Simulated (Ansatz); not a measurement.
## Compressing Rh: a fit and a missing row

Rh, P6_3/mmc, a = 2.689 Å, c = 4.329 Å. This isn't the element's structure at ambient conditions. Ansatz: PBEsol, PAW, 420 eV, Γ-centred 18×18×10 mesh on 2 atoms, Gaussian smearing 0.10 eV; no spin polarisation. Shape and atoms are relaxed at each volume; pressure is positive in compression.

| V (Å³/atom) | P (GPa) |
| --- | --- |
| 11.925 | ? |
| 12.332 | 35.10 |
| 12.738 | 21.22 |
| 13.145 | 9.64 |
| 13.551 | 0.00 |
| 13.958 | -8.03 |
| 14.365 | -14.69 |
| 14.907 | -21.83 |

Q: Take V0 = 13.551 Å³/atom, fit the third-order Birch–Murnaghan form to the other rows, and predict the missing pressure.

A: With the Eulerian strain f = ½[(V0/V)^(2/3) − 1] and y = P/[3f(1 + 2f)^(5/2)], the form is the line y = B0 + 1.5 B0 (B0′ − 4) f. Rows (f, y): 0.03243, 308.3; 0.02105, 303.1; 0.01024, 298.3; -0.00977, 287.8; -0.01907, 283.0; -0.03080, 277.0. Means f = 0.0006800, y = 292.92; Σ(Δf)² = 0.003005, ΣΔfΔy = 1.498; the slope is their ratio. y = 292.6 + 498.5 f GPa, so B0 = 292.6 GPa and B0′ = 4 + 2 × (498.5)/(3 × 292.6) = 5.14. At V = 11.925, f = 0.04448, y = 314.77 and P = 51.98 GPa. The run gave 51.74 GPa, so the fit is 0.24 GPa too high, a small miss on the scale of the series.